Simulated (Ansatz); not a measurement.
**CoPdO2: strain energy, fitted**

CoPdO2, R-3m, a = 2.866 Å, c = 17.833 Å. The structure is a COD entry; whether it is the stable form wasn't checked. Ansatz: PBE+U, PAW, 420 eV, Γ-centred 12×12×2 mesh on 12 atoms, Gaussian smearing 0.10 eV; U_eff Co 3.32 eV; no spin polarisation. Series: equal strain along all axes, cell held, atoms relaxed; x is the strain in per cent. y is the free energy over the unstrained cell, V0 = 10.573 Å³/atom.

```tsv
x (%)	y (meV/atom)
-6.0	?
-4.0	117.70
-2.0	27.54
0.0	0.00
2.0	22.20
4.0	83.38
6.0	174.68
```

Fit y = c2 x² + c3 x³ to the other rows, turn c2 into a modulus, and predict the missing energy.

Least squares on the rows shown. y = 6.3295 x² − 0.24968 x³. In eV per unit strain² c2 is 63.30; the stiffness is B for this strain (E = 9/2 B V0 ε², shape held): 2 × 63.30 × 160.2 / (9 × 10.573) = 213 GPa. The unstrained cell keeps some stress along the strain, worth a slope of -0.33 meV/atom per %, which the form leaves out. At x = -6.0 the fit asked for gives 281.79 meV/atom. The run gave 286.16 meV/atom, so the fit is 4.37 meV/atom too low, 1.5 % of the span of the series, against an rms of 1.07 meV/atom on the fitted rows. The row lies outside the fitted range. With a term in x⁴ added, a fit to the same known rows predicts 290.71 meV/atom, which misses by about as much or more on the other side: the known rows don't fix the higher terms.

Spin polarisation was left out, and a magnetic state may lie lower.